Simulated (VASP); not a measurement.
# A VASP 6.6.1 single-point calculation on PbSe

INCAR

```
SIGMA = 0.02
LASPH = .TRUE.
NSW = 0
ISIF = 2
LWAVE = .FALSE.
NELM = 120
GGA = PE
IBRION = -1
LREAL = .FALSE.
PREC = Accurate
LCHARG = .FALSE.
ENCUT = 520
ISMEAR = -1
NBANDS = 17
NELMDL = -12
EDIFF = 0.0001
```

KPOINTS

```
KPOINTS created by Atomic Simulation Environment
0
Gamma
8 8 8
0 0 0
```

POSCAR

```
Pb Se
 1.0000000000000000
     0.0000000000000000    3.0887022205000001    3.0887022205000001
     3.1504762649000000    0.0000000000000000    3.0887022205000001
     3.1504762649000000    3.0887022205000001    0.0000000000000000
 Pb  Se
   1   1
Cartesian
  0.0000000000000000  0.0000000000000000  0.0000000000000000
  3.1504762649000000  3.0887022205000001  3.0887022205000001
```

The recommended PBE PAW datasets give the neutral cell 20 valence electrons.

Command

```
mpirun -np 1 vasp_std
```

OSZICAR

```
N       E                     dE             d eps       ncg     rms          rms(c)
DAV:   1     0.159443928793E+03    0.15944E+03   -0.94919E+03  2006   0.118E+03
DAV:   2     0.352667581891E+01   -0.15592E+03   -0.15087E+03  2117   0.307E+02
DAV:   3    -0.822880099716E+01   -0.11755E+02   -0.11649E+02  2574   0.896E+01
DAV:   4    -0.850711911946E+01   -0.27832E+00   -0.27810E+00  2484   0.157E+01
DAV:   5    -0.851643857207E+01   -0.93195E-02   -0.93190E-02  2878   0.279E+00
DAV:   6    -0.851683410504E+01   -0.39553E-03   -0.39553E-03  2776   0.472E-01
DAV:   7    -0.851683671474E+01   -0.26097E-05   -0.26096E-05  2183   0.443E-02
DAV:   8    -0.851683707007E+01   -0.35533E-06   -0.35520E-06  1607   0.191E-02
DAV:   9    -0.851683719031E+01   -0.12024E-06   -0.12016E-06  1426   0.129E-02
DAV:  10    -0.851683724680E+01   -0.56491E-07   -0.56537E-07  1272   0.833E-03
DAV:  11    -0.851683727576E+01   -0.28954E-07   -0.28913E-07  1197   0.632E-03
DAV:  12    -0.851683729105E+01   -0.15289E-07   -0.15281E-07  1137   0.423E-03    0.271E+00
DAV:  13    -0.819498591562E+01    0.32185E+00   -0.82027E-01  2984   0.593E+00    0.149E+00
DAV:  14    -0.819056156660E+01    0.44243E-02   -0.12232E-01  2298   0.163E+00    0.835E-01
DAV:  15    -0.819419440171E+01   -0.36328E-02   -0.13510E-02  2357   0.124E+00    0.171E-01
DAV:  16    -0.819374732042E+01    0.44708E-03   -0.28440E-03  3036   0.489E-01    0.585E-02
DAV:  17    -0.819382708398E+01   -0.79764E-04   -0.23515E-04  2250   0.865E-02
   1 F= -.81938271E+01 E0= -.81938270E+01  d E =-.170339E-06
```

Standard output (part)

```
POSCAR found type information on POSCAR PbSe
 POSCAR found :  2 types and       2 ions
 LDA part: xc-table for (Slater+PW92), standard interpolation
 POSCAR, INCAR and KPOINTS ok, starting setup
 WAVECAR not read
 entering main loop
```

From OUTCAR

```
k-points           NKPTS =     59   k-points in BZ     NKDIM =     59   number of bands    NBANDS=     17

   NELECT =      20.0000    total number of electrons

   dimension x,y,z NGX =    32 NGY =   36 NGZ =   36
   dimension x,y,z NGXF=    64 NGYF=   72 NGZF=   72

  energy-cutoff  :      520.00
  volume of cell :       60.11
      direct lattice vectors                 reciprocal lattice vectors
     0.000000000  3.088702221  3.088702221    -0.158706163  0.161880286  0.161880286
     3.150476265  0.000000000  3.088702221     0.158706163 -0.161880286  0.161880286
     3.150476265  3.088702221  0.000000000     0.158706163  0.161880286 -0.161880286

 k-points in reciprocal lattice and weights: KPOINTS created by Atomic Simulation Env
   0.00000000  0.00000000  0.00000000       0.002
   0.12500000  0.00000000  0.00000000       0.016
   0.25000000  0.00000000  0.00000000       0.016
   0.37500000 -0.00000000 -0.00000000       0.016
   0.50000000  0.00000000  0.00000000       0.008
   0.12500000  0.12500000  0.00000000       0.008
   0.25000000  0.12500000  0.00000000       0.031
   0.37500000  0.12500000 -0.00000000       0.031
   ...

 E-fermi :   4.6853

 k-point     1 :       0.0000    0.0000    0.0000
  band No.  band energies     occupation
      1     -12.2771      2.00000
      2     -12.2771      2.00000
      3     -12.2760      2.00000
      4     -12.2704      2.00000
      5     -12.2628      2.00000
      6      -8.7083      2.00000
      7      -1.8782      2.00000
      8       2.7742      2.00000
      9       2.7742      2.00000
     10       2.9408      2.00000
     11       8.8216      0.00000
     12       9.2469      0.00000
     13       9.2469      0.00000
     14      11.0371      0.00000
     15      11.1549      0.00000
     16      11.1549      0.00000
     17      12.5161      0.00000

 k-point     2 :       0.1250    0.0000    0.0000
  band No.  band energies     occupation
      1     -12.2785      2.00000
      2     -12.2756      2.00000
      3     -12.2751      2.00000
      4     -12.2673      2.00000
      5     -12.2641      2.00000
      6      -8.5998      2.00000
      7      -2.2115      2.00000
      8       2.8213      2.00000
      9       2.8937      2.00000
     10       3.0767      2.00000
     11       8.0174      0.00000
     12       8.4526      0.00000
     13       8.6131      0.00000
     14      10.9262      0.00000
     15      11.4133      0.00000
     16      11.4715      0.00000
     17      13.5381      0.00000

 k-point     3 :       0.2500    0.0000    0.0000
  band No.  band energies     occupation
      1     -12.2845      2.00000
      2     -12.2771      2.00000
      3     -12.2739      2.00000
      4     -12.2604      2.00000
      5     -12.2578      2.00000
      6      -8.3040      2.00000
      7      -2.9681      2.00000
      8       2.9560      2.00000
      9       3.0017      2.00000
     10       3.5342      2.00000
     11       6.6457      0.00000
     12       7.3728      0.00000
     13       7.5319      0.00000
     14      11.0967      0.00000
     15      12.2747      0.00000
     16      12.2887      0.00000
     17      15.3637      0.00000

 ...

  Total       -0.4326993      0.3026470      0.3026470      0.0000000      0.0000000     -0.0000000
  in kB      -11.5328977      8.0665655      8.0665655      0.0000000      0.0000000     -0.0000000
  external PRESSURE =       1.5334111 kB  Pullay stress =       0.0000000 kB

 POSITION                                       TOTAL-FORCE (eV/Angst)
 -----------------------------------------------------------------------------------
      0.00000      0.00000      0.00000        -0.000000     -0.000000      0.000000
      3.15048      3.08870      3.08870         0.000000      0.000000     -0.000000
 -----------------------------------------------------------------------------------
    total drift:                                0.000000     -0.000000     -0.000000

  FREE ENERGIE OF THE ION-ELECTRON SYSTEM (eV)
  ---------------------------------------------------
  free  energy   TOTEN  =        -8.1938270840 eV

  energy  without entropy=       -8.1938269136  energy(sigma->0) =       -8.19382700
```

It converged. Results: gap between bands v and c on the k mesh 0.43 eV; least direct gap on the k mesh 0.43 eV; pressure 0.2 GPa. Band v is the last that the valence electrons fill when counted band by band, and c is the next.

For comparison, a separate PBE run of the intended cell, on usual settings and not on those above, gives a gap of 0.43 eV on its mesh and a pressure of 0.0 GPa.

The run above took about 60 s on one core of a shared host (Intel Xeon Platinum 8488C) and held 0.22 GiB at most.
